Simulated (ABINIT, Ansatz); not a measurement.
## WC: the functional in 2 programs

```xyz
2
Lattice="2.9065 0.0000 0.0000 -1.4532 2.5171 0.0000 0.0000 0.0000 2.8366" Properties=species:S:1:pos:R:3 pbc="T T T"
W     0.0000    0.0000    0.0000
C     1.4533    0.8390    1.4183
```

Kept alike: task band structure; k mesh 10 × 10 × 9; occupations fermi-dirac, width 0.05 eV; no spin polarisation. The mesh is that of the run's cell of 2 atoms. No spin-orbit coupling.

- A: ABINIT, JTH PAW PBE v2.0, made for PBE, cutoff 626 eV
- B: Ansatz, Ansatz PAW, made for PBE, cutoff 420 eV

| functional | A: pressure (GPa) | B: pressure (GPa) |
| --- | --- | --- |
| LDA | -8.92 | -9.80 |
| PBE | 6.04 | 5.60 |
| PBEsol | -2.72 | -3.49 |

Pressure is positive in compression; plane-wave values hold the error of the finite cutoff, which Ansatz corrects. Values on potentials made for another functional: some of A; some of B. For a metal such a mesh leaves the last digits unconverged.

Question: How large is the effect of the functional, and do the programs agree on it?

Answer: From LDA to PBE the pressure moves by +14.96 in A, +15.40 in B (GPa). Row by row the programs differ by 0.44 to 0.88, and over this span the shifts, as printed, agree within about 3 %. Shifts from LDA: PBE +14.96, +15.40; PBEsol +6.20, +6.31; the programs' shifts differ by up to 0.44.

At this fixed cell both programs give the same order and the same signs: LDA is under tension, PBE under compression, and PBEsol lies between them, still under tension. LDA would therefore contract the lattice and PBE expand it, the usual pattern of overbinding and underbinding.

The cause lies in the gradient dependence of exchange. Expansion makes the density between the atoms more inhomogeneous, and PBE lowers the energy of such regions more than LDA does, which pushes the lattice outwards. PBEsol has a weaker gradient term in exchange and so keeps only part of this push. Strong W 5d–C 2p covalent bonding makes the carbide very stiff, so even the full spread in pressure corresponds to only a small change in lattice parameters.

The offset between the programs is smallest for PBE, which suggests a contribution from the potentials' transferability, but it reverses neither the order nor any sign. A single pressure doesn't show how the stress divides between the basal plane and the c axis, so no change in c/a follows.
